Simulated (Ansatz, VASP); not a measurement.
NaCl: VASP beside Ansatz

```
Cl Na
1.0
     3.52538    0.00000    0.00000
     0.00000    3.52538    0.00000
     0.00000    0.00000    3.52538
Cl Na
1 1
Direct
  0.50000 0.50000 0.50000
  0.00000 0.00000 0.00000
```

Change from the starting cell: volume scaled by 1.02.

Alike in both runs: task single point; functional PBEsol; k mesh 8 × 8 × 8; occupations fermi-dirac, width 0.05 eV; no spin polarisation.

```csv
,VASP,Ansatz
version,VASP 6.6.1,Ansatz 0.2.0
potentials or method,"VASP PAW PBE potentials, release 64 (Cl, Na_pv), cutoff 520 eV","all-electron LAPW, scalar-relativistic"
```

VASP gave:

| Quantity | Value |
| --- | --- |
| gap on the k mesh at the Fermi level (eV) | 3.78 |
| least direct gap on the mesh (eV) | 4.26 |
| pressure (GPa) | -1.7 |

Question: What did Ansatz give for the same quantities?

Answer: gap on the k mesh at the Fermi level (eV): 3.78; least direct gap on the mesh (eV): 4.26; pressure (GPa): -1.6.

Ansatz ran all-electron here, so the differences hold the error of VASP's frozen core and of both bases.

Caveats: the PAW data sets were made with another functional, which shifts forces and pressure a little (VASP). A k mesh can miss the band edges.
